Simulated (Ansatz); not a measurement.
Start of a relaxation of Al₂Pt:

```
CELL_PARAMETERS angstrom
4.02171 0.00000 0.00000
-2.01086 3.48291 0.00000
0.00000 0.00000 6.59047
ATOMIC_POSITIONS crystal
Al 0.49021 0.00000 0.72176
Al 0.00000 0.49021 0.72176
Al 0.50979 0.50979 0.72176
Al 0.00000 0.00000 0.14637
Pt 0.33333 0.66667 0.00906
Pt 0.66667 0.33333 0.00906
```

Level of theory: Ansatz 0.2.0, DFT PBE, scalar-relativistic, plane waves, PAW. Cutoff 420 eV, Gaussian smearing, Γ-centred meshes. Cell and atoms relax first on a coarse mesh and then on a finer one. In between, the cell is made exact in the group found at 0.06 Å. In metals the finer mesh still leaves noise of several meV/atom or more. The steps can't lower the symmetry of their start. No spin polarisation.

A guess keeps its type if space group and coordination stay and the shape of the cell changes little (axis ratios within about 15 %, angles within 6°); the volume may change.

Task: Does this structure survive the relaxation?

Result: It doesn't keep its type. The symmetry goes from P31m (No. 157) to P-62m (No. 189). The volume per atom stays near 15.4 Å³. The shortest distance goes from 2.01 Å (Al–Al) to 2.67 Å (Al–Pt). Counting neighbours within 15 % of an atom's shortest distance, the start has Al 6, Pt 9 and the end Al 10/12, Pt 12. In detail, at the end Al on a site of symmetry m2m has 4 Pt at 2.67 Å, 6 Al at 2.76–2.81 Å and 2 Al at 3.08 Å; Al on a site of symmetry -62m has 6 Al at 2.76 Å and 6 Pt at 2.89 Å; Pt has 6 Al at 2.67 Å, 3 Al at 2.89 Å and 3 Pt at 2.89 Å.

```
Al Pt
1.0
     5.01333    0.00000    0.00000
    -2.50667    4.34167    0.00000
     0.00000    0.00000    4.23662
Al Pt
4 2
Direct
  0.35419 0.00000 0.50000
  0.00000 0.35419 0.50000
  0.64581 0.64581 0.50000
  0.00000 0.00000 0.00000
  0.33333 0.66667 0.00000
  0.66667 0.33333 0.00000
```

The last run used a 12×12×10 mesh (in the run's order of axes) for its 6-atom cell and Gaussian smearing of 0.10 eV. Spin–orbit coupling, which can matter for Pt, is left out. A later test with randomly moved atoms led to a structure 80 meV/atom lower, so this end is a saddle point or a shallow minimum.

In counts of neighbours, a slash parts the counts of unlike sites.
